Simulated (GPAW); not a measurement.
Wanted: an ASE script for a GPAW 26.7.0 run.

```yaml
Task: single point
Functional: PBEsol
Potentials_or_basis: PAW data sets generated in the run's folder for this functional
Cutoff: 600 eV
Basis: pw
k_mesh: 11 × 11 × 11
Occupations: fermi-dirac, width 0.05 eV
Spin: no spin polarisation
Maxiter: 150
```

The system is Nb.

```
Nb
1.0
     0.00000    2.11500    2.11500
     2.11500    0.00000    2.11500
     2.11500    2.11500    0.00000
Nb
1
Direct
  0.00000 0.00000 0.00000
```

This isn't the form of Nb at room conditions, which is bcc.

The input as run:

run.py

```python
from ase import Atoms
from ase.dft.bandgap import bandgap
from ase.io import write
from ase.units import Bohr, GPa
from gpaw import GPAW, PW, setup_paths
from gpaw.elf import elf_from_dft_calculation

setup_paths.insert(0, '.')

atoms = Atoms(['Nb'],
              cell=[[0.0, 2.115, 2.115],
                    [2.115, 0.0, 2.115],
                    [2.115, 2.115, 0.0]],
              scaled_positions=[[0.0, 0.0, 0.0]],
              pbc=True)

calc = GPAW(mode=PW(600),
            xc='PBEsol',
            kpts={'size': (11, 11, 11), 'gamma': True},
            occupations={'name': 'fermi-dirac', 'width': 0.05},
            nbands=15,
            convergence={'density': 1e-05, 'energy': 1e-05},
            maxiter=150,
            txt='gpaw.txt')
atoms.calc = calc
energy = atoms.get_potential_energy()
forces = atoms.get_forces()
stress = atoms.get_stress()
calc.write('gs.gpw')
write('result.traj', atoms)
print(f'Energy: {energy:.6f} eV')
print('Forces (eV/A):')
print(forces.round(4))
print('Stress (GPa):', (stress / GPa).round(3))
print('Fermi level:', round(calc.get_fermi_level(), 4), 'eV')
print(f'Gap: {bandgap(calc)[0]:.4f} eV, direct: {bandgap(calc, direct=True)[0]:.4f} eV')

# fields on the real-space grid
write('density.cube', atoms, data=calc.get_pseudo_density() * Bohr**3)
write('potential.cube', atoms, data=calc.get_electrostatic_potential())
write('elf.cube', atoms, data=elf_from_dft_calculation(calc).data)
```

Potentials or basis: PAW data sets generated in the run's folder for this functional, pw.

Run with:

```console
$ gpaw-setup -f PBEsol Nb
$ OMP_NUM_THREADS=1 python run.py
```

It gave:

```yaml
Pressure: -8.0 GPa
Band_gap_on_the_k_mesh: none (metal or under the smearing width)
```

It took 12 s on 1 thread of Arm Neoverse V2 (shared host), peak memory 0.14 GiB.
